Squeezing and stretching AlRu

The question

AlRu has a simple cubic cell with an Al atom at the corners and a Ru atom at the centre. Change its volume without changing its shape, and the crystal pushes or pulls back. Eight volumes have known pressures and energies. What should the results be at the four volumes marked with question marks?

Ansatz 0.2.0, scalar-relativistic PBE with PAW and plane waves up to 420 eV, for AlRu (Pm-3m, 2 atoms per cell) at fixed atoms, without spin polarization. The k mesh is 14×14×14, with Gaussian smearing of 0.1 eV. Energies are taken at zero smearing, relative to the elements' standard crystals in the same functional.

```
volume (Å³/atom)  shortest distance (Å)  energy over elements (eV/atom)  pressure (GPa)
          11.807                  2.485                          -0.451           37.96
          12.205                  2.512                          -0.531           26.85
          12.373                  2.524                          -0.557           22.67
          12.586                  2.538                               ?               ?
          12.956                  2.563                          -0.616           10.15
          13.387                  2.591                          -0.633            2.60
          13.556                  2.602                          -0.634           -0.03
          14.176                  2.641                               ?               ?
          14.352                  2.652                          -0.607          -10.25
          14.813                  2.680                               ?               ?
          15.233                  2.705                               ?               ?
          15.470                  2.719                          -0.498          -20.03
```

Positive pressure means that the crystal is held in compression; negative pressure means that it is pulled outward equally in all directions. The energy over elements compares AlRu with the pure elements, not with other Al–Ru compounds. Its lowest known value lies at 13.556 Å³/atom, where the pressure is almost zero. That volume is the natural starting point for both squeezing and stretching.

An unequal response

The first and last rows have cube edges 4.5 % shorter and longer than the row at 13.556 Å³/atom. Yet the compressed crystal pushes with 37.96 GPa, while the stretched one pulls with only 20.03 GPa. The energy costs are unequal too: 0.183 eV/atom for squeezing and 0.136 eV/atom for stretching. Equal changes of length do not meet equal resistance.

The bulk modulus B measures this resistance: it is the pressure change per fractional loss of volume. If B kept its zero-pressure value, the two outer rows would have pressures of about 28 and −27 GPa. These are nearly equal in size, so the geometry of the volume change does not explain the large asymmetry. The material must stiffen when squeezed and soften when stretched.

Why compression stiffens the crystal

Theory gives a reason. Electrons confined to a smaller volume have a higher kinetic energy, and the Pauli principle keeps the outer electrons out of the states already filled by the inner shells, which adds to the cost. Both effects grow steeply as the atoms approach, faster than the electrostatic attraction that holds the crystal together. On expansion the repulsion fades, but the bonding forces also weaken, so each further step outward meets less added resistance. The table shows the combined result, not the size of each part.

A diatomic molecule such as N₂ offers a simpler picture. Its energy rises more steeply when the atoms are pushed together than when they are pulled apart. The comparison illustrates the lopsided curve, but cannot give the bulk modulus of AlRu, whose electrons are shared throughout a metal.

From stiffness to pressure

A useful model expands the energy in powers of V^(−2/3), where V is the volume per atom. This quantity follows the inverse square of the interatomic distance. Keeping powers up to the third and taking the slope of energy with volume gives the Birch-Murnaghan equation:

P = (3/2) B₀ (x⁷ − x⁵) [1 + (3/4)(B′ − 4)(x² − 1)]

x = (V₀/V)^(1/3)

Here P is pressure, V₀ is the volume at zero pressure, B₀ is the bulk modulus there, and B′ is the rise in bulk modulus per unit of pressure. A fit to the eight known pressures gives V₀ = 13.56 Å³/atom, B₀ = 202.8 GPa and B′ = 4.40. Near equilibrium, reducing the volume by 1 % therefore takes about 2 GPa. Each added GPa then raises the bulk modulus by roughly 4.4 GPa.

One estimate in full

Take 14.813 Å³/atom, a volume outside the fit. The ratio V₀/V is 13.56/14.813 = 0.915, and its cube root is x = 0.971. Thus x⁷ − x⁵ is −0.0494, while the square bracket is 0.983:

P ≈ 1.5 × 202.8 GPa × (−0.0494) × 0.983 ≈ −14.8 GPa

The minus sign says that the crystal is under tension. The bracket is a small correction; most of the softening is already in the difference x⁷ − x⁵.

The energy follows from the work done against the pressure:

E(V) = E(V₀) − ∫ P dV, from V₀ to V

The known energies fix the starting level and test the scale of this work. The fitted scale is 1.003, where perfect agreement would give 1. Pressure and energy therefore describe the same curve, as they should within one calculation. This is a test of consistency, not of agreement with a real sample.

The forecasts

The first hidden row should be under compression and the other three under tension. The tension should grow with volume, but ever more slowly per added volume. The forecasts are:

12.586 Å³/atom: 17.7 ± 0.2 GPa; −0.584 ± 0.002 eV/atom
14.176 Å³/atom: −8.2 ± 0.2 GPa; −0.617 ± 0.002 eV/atom
14.813 Å³/atom: −14.8 ± 0.2 GPa; −0.571 ± 0.002 eV/atom
15.233 Å³/atom: −18.3 ± 0.2 GPa; −0.527 ± 0.002 eV/atom

The ranges are judgements that allow for rounding, numerical settings and the choice of formula. The cell is cubic in every row, so the forecasts need only assume that the electronic structure changes smoothly between the known volumes.

The computed answers

The withheld rows as computed:

```
volume (Å³/atom)  shortest distance (Å)  energy over elements (eV/atom)  pressure (GPa)
          12.586                  2.538                          -0.584           17.75
          14.176                  2.641                          -0.617           -8.25
          14.813                  2.680                          -0.570          -14.83
          15.233                  2.705                          -0.527          -18.31
```

All eight results fall within their ranges. The pressure forecasts miss by about 0.05 GPa at most, so the range of 0.2 GPa was cautious. The energy forecasts agree to within 0.001 eV/atom, too close for a physical cause to be sought in the differences. The hidden volumes lie between known ones on a smooth curve, which makes this a test of interpolation rather than of behaviour at greater strain.

The expected softening is visible in the revealed pressures themselves. Between 14.176 and 14.813 Å³/atom, the tension grows by (14.83 − 8.25)/(14.813 − 14.176) = 10.3 GPa per Å³/atom. Over the next interval it grows by (18.31 − 14.83)/(15.233 − 14.813) = 8.3 GPa per Å³/atom. That is a fall of about 20 %, whereas a constant bulk modulus would give only about 4 %, from the larger volume alone.

What the success means

A second formula, the Vinet equation, starts from a binding energy that fades almost exponentially once the atoms are far apart. Fitted to the same known pressures, with its zero-pressure volume taken over from the first fit, it differs from the first by only about 0.05 GPa at the hidden volumes. Its comparable success shows that the data determine the curve well without selecting one microscopic account of the forces. The printed output gives both fits.

For an engineer, the bulk modulus at zero pressure is a good guide to small volume changes, but not to large ones. In the model it falls from about 359 GPa in the most compressed row to 108 GPa in the most stretched one. The negative pressures are not a tensile strength, because the cell was kept cubic and had no opportunity to shear or crack. For a similar metallic compound, the same reasoning suggests a steeper response to squeezing than to stretching, with its own bulk modulus setting the scale.

The analysis program printed:

```
fit of pressure on 8 rows: coefficient of y5 -212.8 +/- 3.9, coefficient of y7 121.4 +/- 7.6, coefficient of y9 91.37 +/- 3.8; rms 0.0262, worst 14.352 0.0353, leave-one-out rms 0.0737
  rows outside the fit (model, value, miss): 12.586 17.72, 17.75, -0.0276; 14.176 -8.227, -8.25, 0.0228; 14.813 -14.81, -14.83, 0.0217; 15.233 -18.32, -18.31, -0.00988
fit of energy_over_elements on 8 rows: constant -0.6341 +/- 0.00021, coefficient of work 1.003 +/- 0.0023; rms 0.000354, worst 15.47 -0.000753, leave-one-out rms 0.000556
  rows outside the fit (model, value, miss): 12.586 -0.5838, -0.584, 0.000223; 14.176 -0.6174, -0.617, -0.000445; 14.813 -0.5709, -0.57, -0.000947; 15.233 -0.5273, -0.527, -0.000252
fit of pressure on 8 rows: coefficient of (1-z)/z**2*exp(s*(1-z)) 611 +/- 0.23, s 5.125; rms 0.0189, worst 15.47 0.0317, leave-one-out rms 0.0299
  rows outside the fit (model, value, miss): 12.586 17.78, 17.75, 0.0253; 14.176 -8.254, -8.25, -0.00369; 14.813 -14.82, -14.83, 0.0096; 15.233 -18.29, -18.31, 0.016
largest departure of shortest distance from the ideal cubic cell, all rows, Å: 0.0004152
volume at zero pressure, Å³/atom: 13.56
bulk modulus at zero pressure, GPa: 202.8
pressure derivative of the bulk modulus at zero pressure: 4.401
bulk modulus of the model at 11.807 Å³/atom, GPa: 359.4
bulk modulus of the model at 15.470 Å³/atom, GPa: 108
pressure at 11.807 Å³/atom if the bulk modulus stayed constant, GPa: 28
pressure at 15.470 Å³/atom if the bulk modulus stayed constant, GPa: -26.79
size of pressure at 11.807 over that at 15.470 Å³/atom: 1.895
energy at 11.807 above that at 13.556 Å³/atom, eV/atom: 0.183
energy at 15.470 above that at 13.556 Å³/atom, eV/atom: 0.136
largest difference between the two pressure formulas on withheld rows, GPa: 0.05286
```
